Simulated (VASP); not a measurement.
# Ca (Im-3m) in VASP: settings compared

Aim: see how the results for Ca move with the level of theory and the settings. Levels: PW91, r2SCAN, SCAN. Tasks: relaxation of cell and atoms.

All numbers are computed with VASP 6.6.1; they aren't measurements. Logs are shortened: lines on timing, memory, paths and dates and some standing lists are left out, and cuts for length are marked.

## Step 1: Starting point

It takes space group Im-3m (No. 229, cubic). Conventional cell: a = 4.480 Å, b = 4.480 Å, c = 4.480 Å, α = 90.00°, β = 90.00°, γ = 90.00°. Ca (site symmetry m-3m) has 8 Ca at 3.88 Å as nearest neighbours.

This isn't the form of Ca at room conditions, which is fcc.

## Step 2: Relaxation of cell and atoms, PW91

Input file INCAR:

```
SYSTEM = Ca
ALGO = Normal
EDIFF = 1E-6
EDIFFG = -0.02
ENCUT = 600
GGA = 91
IBRION = 2
ISIF = 3
ISMEAR = -1
LASPH = .TRUE.
LCHARG = .FALSE.
LREAL = .FALSE.
LWAVE = .FALSE.
NELM = 60
NSW = 40
PREC = Accurate
SIGMA = 0.05
```

Input file KPOINTS:

```
k-points
0
G
  8 8 8
  0 0 0
```

Input file POSCAR:

```
Ca
1.0
   -2.2400000000      2.2400000000      2.2400000000
    2.2400000000     -2.2400000000      2.2400000000
    2.2400000000      2.2400000000     -2.2400000000
Ca
1
Direct
    0.0000000000      0.0000000000      0.0000000000
```

Potentials or basis: VASP PAW PBE potentials, release 64 (Ca_sv).

On the command line:

```console
$ cat potpaw_PBE.64/Ca_sv/POTCAR > POTCAR
$ mpirun -np 1 vasp_std > vasp.out
```

OUTCAR:

```text
SYSTEM = Ca
   EDIFF = 1E-6
   EDIFFG = -0.02
   ENCUT = 600
   GGA = 91
   IBRION = 2
   ISIF = 3
   ISMEAR = -1
   LASPH = .TRUE.
   LREAL = .FALSE.
   NELM = 60
   NSW = 40
   PREC = Accurate

 ion  position               nearest neighbor table
   1  0.000  0.000  0.000-

  LATTYP: Found a body centered cubic cell.
 ALAT       =     4.4800000000

  Lattice vectors:

 A1 = (  -2.2400000000,   2.2400000000,   2.2400000000)
 A2 = (   2.2400000000,  -2.2400000000,   2.2400000000)
 A3 = (   2.2400000000,   2.2400000000,  -2.2400000000)

Analysis of symmetry for initial positions (statically):
=====================================================================
 Subroutine PRICEL returns:
 Original cell was already a primitive cell.

 Routine SETGRP: Setting up the symmetry group for a
 body centered cubic supercell.

 Subroutine GETGRP returns: Found 48 space group operations
 (whereof 48 operations were pure point group operations)
 out of a pool of 48 trial point group operations.

The static configuration has the point symmetry O_h .

Analysis of symmetry for dynamics (positions and initial velocities):
=====================================================================
 Subroutine PRICEL returns:
 Original cell was already a primitive cell.

 Routine SETGRP: Setting up the symmetry group for a
 body centered cubic supercell.

 Subroutine GETGRP returns: Found 48 space group operations
 (whereof 48 operations were pure point group operations)
 out of a pool of 48 trial point group operations.

The dynamic configuration has the point symmetry O_h .

 Subroutine INISYM returns: Found 48 space group operations
 (whereof 48 operations are pure point group operations),
 and found     1 'primitive' translations

----------------------------------------------------------------------------------------

                                     Primitive cell

  volume of cell :      44.9577

  direct lattice vectors                    reciprocal lattice vectors
    -2.240000000  2.240000000  2.240000000     0.000000000  0.223214286  0.223214286
     2.240000000 -2.240000000  2.240000000     0.223214286  0.000000000  0.223214286
     2.240000000  2.240000000 -2.240000000     0.223214286  0.223214286  0.000000000

  length of vectors
     3.879793809  3.879793809  3.879793809     0.315672670  0.315672670  0.315672670

[... 89 lines left out ...]
   NELECT =      10.0000    total number of electrons
   NUPDOWN=      -1.0000    fix difference up-down
   EMIN   =  10.00;   EMAX   =-10.00  energy-range for DOS
   EFERMI =   0.00;   METHOD = LEGACY
   ISMEAR =    -1;   SIGMA  =   0.05  broadening in eV -4-tet -1-fermi 0-gaus
   EFERMI_NEDOS =   21; number of points for ismear=-14 and -15
   IALGO  =     38    algorithm
   IMIX   =      4    mixing-type and parameters
     AMIX     =   0.40;   BMIX     =  1.00
     AMIX_MAG =   1.60;   BMIX_MAG =  1.00
  volume/ion in A,a.u.               =      44.96       303.39
  Fermi-wavevector in a.u.,A,eV,Ry     =   0.991913  1.874443 13.386649  0.983891
  Thomas-Fermi vector in A             =   2.123688
   LORBIT       =      0    0 simple, 1 ext, 2 COOP (PROOUT), +10 PAW based schemes
   GGA     = 91    functional components
   LHFCALC =     F    Hartree Fock is set to
   AEXX    =    0.0000 exact exchange contribution
   IVDW    =     0    specifies the selected vdW correction
   LEPSILON=     F    determine dielectric tensor
   LRPA    =     F    only Hartree local field effects (RPA)
 conjugate gradient relaxation of ions
 non-spin polarized calculation
  energy-cutoff  :      600.00
  volume of cell :       44.96
 maximum number of plane-waves:      1509
   NGX = 15   NGY = 15   NGZ = 15

--------------------------------------- Ionic step        1  -------------------------------------------

 number of electron      10.0000000 magnetization

 Free energy of the ion-electron system (eV)
  ---------------------------------------------------
  ext. energy  EPLUGINS =         0.00000000
  ---------------------------------------------------
  free energy    TOTEN  =        -1.90858357 eV

  energy without entropy =       -1.89525512  energy(sigma->0) =       -1.90191934

------------------------ aborting loop because EDIFF is reached ----------------------------------------

  FORCE on cell =-STRESS in cart. coord.  units (eV):
  Direction    XX          YY          ZZ          XY          YZ          ZX
  --------------------------------------------------------------------------------------
  -------------------------------------------------------------------------------------
  Total       -0.3015615     -0.3015615     -0.3015615      0.0000000     -0.0000000     -0.0000000
  in kB      -10.7468792    -10.7468792    -10.7468792      0.0000000     -0.0000000     -0.0000000
  external PRESSURE =     -10.7468792 kB  Pullay stress =       0.0000000 kB
[... 57 lines left out ...]
--------------------------------------- Ionic step        3  -------------------------------------------

 number of electron      10.0000000 magnetization

 Free energy of the ion-electron system (eV)
  ---------------------------------------------------
  ext. energy  EPLUGINS =         0.00000000
  ---------------------------------------------------
  free energy    TOTEN  =        -1.91961988 eV

  energy without entropy =       -1.90627834  energy(sigma->0) =       -1.91294911

 E-fermi :   1.9933     XC(G=0):  -7.7846

 val. band max:        1.9894055585   @ k =   0.5000   0.5000   0.2500
 cond. band min:       1.9950207206   @ k =   0.5000   0.5000   0.1250
 fundamental gap:      0.0056151621
 Fermi energy:         1.9933391606

 k-point     1 :       0.0000    0.0000    0.0000
  band No.  band energies     occupation
      1     -39.9618      2.00000
      2     -20.9558      2.00000
      3     -20.9558      2.00000
      4     -20.9558      2.00000
      5      -2.0597      2.00000
      6       4.2768      0.00000
      7       4.2768      0.00000
      8       4.2768      0.00000
      9       5.3330      0.00000
[... 265 lines left out ...]
 k-point    24 :      -0.3750    0.3750    0.2500
  band No.  band energies     occupation
      1     -39.9423      2.00000
      2     -21.0636      2.00000
      3     -21.0247      2.00000
      4     -21.0099      2.00000
      5       0.9927      2.00000
      6       2.7119      0.00000
      7       4.1377      0.00000
      8       4.3259      0.00000
      9       5.4197      0.00000

 [... further k-points ...]
[... 5 lines left out ...]
  --------------------------------------------------------------------------------------
  -------------------------------------------------------------------------------------
  Total       -0.0074303     -0.0074303     -0.0074303     -0.0000000     -0.0000000      0.0000000
  in kB       -0.2842686     -0.2842686     -0.2842686     -0.0000000     -0.0000000      0.0000000
  external PRESSURE =      -0.2842686 kB  Pullay stress =       0.0000000 kB
[... 16 lines left out ...]
  FREE ENERGIE OF THE ION-ELECTRON SYSTEM (eV)
  ---------------------------------------------------
  free  energy   TOTEN  =        -1.9196198782 eV

  energy  without entropy=       -1.9062783393  energy(sigma->0) =       -1.91294911

 reached required accuracy - stopping structural energy minimisation
```

OSZICAR:

```text
N       E                     dE             d eps       ncg     rms          rms(c)
DAV:   1     0.639298918480E+02    0.63930E+02   -0.54069E+03   522   0.111E+03
DAV:   2    -0.569556079359E+00   -0.64499E+02   -0.64219E+02   534   0.231E+02
DAV:   3    -0.185758702463E+01   -0.12880E+01   -0.12793E+01   794   0.347E+01
[... 25 lines left out ...]
DAV:   5    -0.191959247819E+01   -0.11037E-02   -0.22123E-03   818   0.211E-01    0.546E-02
DAV:   6    -0.191962821613E+01   -0.35738E-04   -0.10299E-04   887   0.808E-02    0.170E-02
DAV:   7    -0.191961245073E+01    0.15765E-04   -0.34056E-05   617   0.656E-02    0.225E-02
DAV:   8    -0.191962003691E+01   -0.75862E-05   -0.33426E-05   818   0.538E-02    0.257E-03
DAV:   9    -0.191961987820E+01    0.15871E-06   -0.15844E-07   303   0.447E-03
   3 F= -.19196199E+01 E0= -.19129491E+01  d E =-.110363E-01
```

CONTCAR:

```text
Ca
   1.00000000000000
    -2.1876398380150883    2.1876398380150883    2.1876398380150883
     2.1876398380150883   -2.1876398380150883    2.1876398380150883
     2.1876398380150883    2.1876398380150883   -2.1876398380150883
  Ca
     1
Direct
     0.0000000000000000    0.0000000000000000    0.0000000000000000

  0.00000000E+00  0.00000000E+00  0.00000000E+00
```

It took 15 s on 1 thread of Intel Xeon 6975P-C (Granite Rapids), shared host; peak memory 0.19 GiB.

What came out:

* Free energy: -1.9196 eV
* Relaxed volume: 41.88 Å³/atom
* Relaxed cell: a = 3.789 Å, b = 3.789 Å, c = 3.789 Å, α = 109.47°, β = 109.47°, γ = 109.47°
* Space group after relaxing (to 0.05 Å): Im-3m (No. 229)
* Energy gained by relaxing: 11.0 meV/atom
* Ionic steps: 3
* Pressure after relaxing: 0.0 GPa
* Band gap on the k mesh: none (metal or under the smearing width)

The path:
```
step  energy change (eV)  largest force (eV/Å)  pressure (GPa)  volume (Å³)
   1              0.0000                0.0000           -1.07        44.96
   2             -0.0093                0.0000           -0.45        43.02
   3             -0.0110                0.0000           -0.03        41.88
```

Final structure:
```
Ca
1.0
    -2.18764    2.18764    2.18764
     2.18764   -2.18764    2.18764
     2.18764    2.18764   -2.18764
Ca
1
Direct
  0.00000 0.00000 0.00000
```

Levels at points of the mesh, in eV from the Fermi level:
```csv
k point,band 3,band 4,band 5,band 6,band 7,band 8
"(0.00, 0.00, 0.00)",-22.95,-22.95,-4.05,2.28,2.28,2.28
"(0.50, 0.00, 0.00)",-23.00,-22.95,-0.89,0.01,1.33,3.24
"(0.50, 0.50, 0.50)",-23.05,-23.05,0.04,0.04,3.98,3.98
```

Caveat: the PAW data sets were made with another functional, which shifts forces and pressure a little.

## Step 3: Relaxation of cell and atoms, r2SCAN

INCAR, as its differences from that of step 2:

```diff
@@ -5,3 +5,2 @@
 ENCUT = 600
-GGA = 91
 IBRION = 2
@@ -11,4 +10,6 @@
 LCHARG = .FALSE.
+LMIXTAU = .TRUE.
 LREAL = .FALSE.
 LWAVE = .FALSE.
+METAGGA = R2SCAN
 NELM = 60
```

KPOINTS is that of step 2.

POSCAR is that of step 2.

Potentials or basis: VASP PAW PBE potentials, release 64 (Ca_sv).

On the command line:

```console
$ cat potpaw_PBE.64/Ca_sv/POTCAR > POTCAR
$ mpirun -np 1 vasp_std > vasp.out
```

Wall time 73 s (1 thread of Intel Xeon 6975P-C (Granite Rapids), shared host); peak memory 0.2 GiB.

It converged, with:

```yaml
Free_energy: -7.0205 eV
Relaxed_volume: 43.58 Å³/atom
Relaxed_cell: a = 3.840 Å, b = 3.840 Å, c = 3.840 Å, α = 109.47°, β = 109.47°, γ = 109.47°
Space_group_after_relaxing_to_0.05_Å: Im-3m (No. 229)
Energy_gained_by_relaxing: 2.5 meV/atom
Ionic_steps: 3
Pressure_after_relaxing: 0.0 GPa
Band_gap_on_the_k_mesh: none (metal or under the smearing width)
```

Step by step:
| step | energy change (eV) | largest force (eV/Å) | pressure (GPa) | volume (Å³) |
| --- | --- | --- | --- | --- |
| 1 | 0.0000 | 0.0000 | -0.55 | 44.96 |
| 2 | -0.0023 | 0.0000 | -0.17 | 43.96 |
| 3 | -0.0025 | 0.0000 | -0.02 | 43.58 |

Final structure:
```yaml
crystal:
  lattice:
    - [-2.21680, 2.21680, 2.21680]
    - [2.21680, -2.21680, 2.21680]
    - [2.21680, 2.21680, -2.21680]
  atoms:
    - { symbol: Ca, position: [0.00000, 0.00000, 0.00000] }
```

Levels at points of the mesh, in eV from the Fermi level:
```tsv
k point	band 3	band 4	band 5	band 6	band 7	band 8
(0.00, 0.00, 0.00)	-23.90	-23.90	-4.24	2.65	2.65	2.65
(0.50, 0.00, 0.00)	-23.95	-23.90	-0.81	-0.13	1.63	3.63
(0.50, 0.50, 0.50)	-24.00	-24.00	0.20	0.20	4.08	4.08
```

Caveat: the PAW data sets were made with another functional, which shifts forces and pressure a little.

## Step 4: Relaxation of cell and atoms, SCAN

INCAR, as its differences from that of step 3:

```diff
@@ -13,3 +13,3 @@
 LWAVE = .FALSE.
-METAGGA = R2SCAN
+METAGGA = SCAN
 NELM = 60
```

KPOINTS is that of step 3.

POSCAR is that of step 3.

Potentials or basis: VASP PAW PBE potentials, release 64 (Ca_sv).

On the command line:

```console
$ cat potpaw_PBE.64/Ca_sv/POTCAR > POTCAR
$ mpirun -np 1 vasp_std > vasp.out
```

OUTCAR:

```text
SYSTEM = Ca
   EDIFF = 1E-6
   EDIFFG = -0.02
   ENCUT = 600
   IBRION = 2
   ISIF = 3
   ISMEAR = -1
   LASPH = .TRUE.
   LREAL = .FALSE.
   METAGGA = SCAN
   NELM = 60
   NSW = 40
   PREC = Accurate

 ion  position               nearest neighbor table
   1  0.000  0.000  0.000-

  LATTYP: Found a body centered cubic cell.
 ALAT       =     4.4800000000

  Lattice vectors:

 A1 = (  -2.2400000000,   2.2400000000,   2.2400000000)
 A2 = (   2.2400000000,  -2.2400000000,   2.2400000000)
 A3 = (   2.2400000000,   2.2400000000,  -2.2400000000)

Analysis of symmetry for initial positions (statically):
=====================================================================
 Subroutine PRICEL returns:
 Original cell was already a primitive cell.

 Routine SETGRP: Setting up the symmetry group for a
[... 317 lines left out ...]

 E-fermi :   1.9083     XC(G=0):  -8.0430

 val. band max:        1.8327515981   @ k =   0.5000   0.5000   0.1250
 cond. band min:       1.9084154809   @ k =   0.3750   0.1250   0.1250
 fundamental gap:      0.0756638828
 Fermi energy:         1.9083337307

 k-point     1 :       0.0000    0.0000    0.0000
  band No.  band energies     occupation
      1     -42.0671      2.00000
      2     -22.0646      2.00000
      3     -22.0646      2.00000
      4     -22.0646      2.00000
      5      -2.2560      2.00000
      6       4.4434      0.00000
      7       4.4434      0.00000
      8       4.4435      0.00000
      9       5.5391      0.00000
[... 265 lines left out ...]
 k-point    24 :      -0.3750    0.3750    0.2500
  band No.  band energies     occupation
      1     -42.0506      2.00000
      2     -22.1615      2.00000
      3     -22.1271      2.00000
      4     -22.1135      2.00000
      5       0.8636      2.00000
      6       2.7766      0.00000
      7       4.2312      0.00000
      8       4.4226      0.00000
      9       5.5627      0.00000

 [... further k-points ...]
[... 5 lines left out ...]
  --------------------------------------------------------------------------------------
  -------------------------------------------------------------------------------------
  Total        0.0024825      0.0024825      0.0024825      0.0000000      0.0000000     -0.0000000
  in kB        0.0913200      0.0913200      0.0913200      0.0000000      0.0000000     -0.0000000
  external PRESSURE =       0.0913200 kB  Pullay stress =       0.0000000 kB
[... 16 lines left out ...]
  FREE ENERGIE OF THE ION-ELECTRON SYSTEM (eV)
  ---------------------------------------------------
  free  energy   TOTEN  =        -9.6025528970 eV

  energy  without entropy=       -9.5898109645  energy(sigma->0) =       -9.59618193

 reached required accuracy - stopping structural energy minimisation
```

CONTCAR:

```text
Ca
   1.00000000000000
    -2.2164473347276159    2.2164473347276159    2.2164473347276159
     2.2164473347276159   -2.2164473347276159    2.2164473347276159
     2.2164473347276159    2.2164473347276159   -2.2164473347276159
  Ca
     1
Direct
     0.0000000000000000    0.0000000000000000    0.0000000000000000

  0.00000000E+00  0.00000000E+00  0.00000000E+00
```

Run time: 2.1 min. Hardware: 1 thread of Intel Xeon 6975P-C (Granite Rapids), shared host; peak memory 0.21 GiB.

What came out:

| Item | Value |
| --- | --- |
| Free energy | -9.6026 eV |
| Relaxed volume | 43.55 Å³/atom |
| Relaxed cell | a = 3.839 Å, b = 3.839 Å, c = 3.839 Å, α = 109.47°, β = 109.47°, γ = 109.47° |
| Space group after relaxing (to 0.05 Å) | Im-3m (No. 229) |
| Energy gained by relaxing | 3.3 meV/atom |
| Ionic steps | 5 |
| Pressure after relaxing | 0.0 GPa |
| Band gap on the k mesh | none (metal or under the smearing width) |

Step by step:
```csv
step,energy change (eV),largest force (eV/Å),pressure (GPa),volume (Å³)
1,0.0000,0.0000,-0.58,44.96
2,-0.0029,0.0000,-0.16,43.91
3,-0.0031,0.0000,-0.09,43.73
4,-0.0033,0.0000,0.10,43.36
5,-0.0033,0.0000,0.01,43.55
```

Final structure:
```xyz
1
Lattice="-2.2164 2.2164 2.2164 2.2164 -2.2164 2.2164 2.2164 2.2164 -2.2164" Properties=species:S:1:pos:R:3 pbc="T T T"
Ca    0.0000    0.0000    0.0000
```

Levels at points of the mesh, in eV from the Fermi level:
| k point | band 2 | band 3 | band 4 | band 5 | band 6 | band 7 | band 8 | band 9 |
| --- | --- | --- | --- | --- | --- | --- | --- | --- |
| (0.00, 0.00, 0.00) | -23.97 | -23.97 | -23.97 | -4.16 | 2.54 | 2.54 | 2.54 | 3.63 |
| (0.50, 0.00, 0.00) | -24.10 | -24.02 | -23.97 | -0.85 | -0.10 | 1.53 | 3.52 | 3.92 |
| (0.50, 0.50, 0.50) | -24.07 | -24.07 | -24.07 | 0.20 | 0.20 | 3.91 | 3.91 | 3.91 |

Caveat: the PAW data sets were made with another functional, which shifts forces and pressure a little.

## Step 5: Summary

| level | gap on the mesh (eV) | pressure (GPa) | relaxed volume (Å³/atom) |
| --- | --- | --- | --- |
| PW91 | none | 0.0 | 41.88 |
| r2SCAN | none | 0.0 | 43.58 |
| SCAN | none | 0.0 | 43.55 |

Alike in all rows: task relaxation of cell and atoms; potentials or basis VASP PAW PBE potentials, release 64 (Ca_sv); no spin polarisation; cell relaxed; k mesh 8 × 8 × 8; cutoff (eV) 600; smearing fermi-dirac 0.05 eV.

Caveats: the PAW data sets were made with another functional, which shifts forces and pressure a little.

Absolute energies hang on the potentials; compare differences alone.
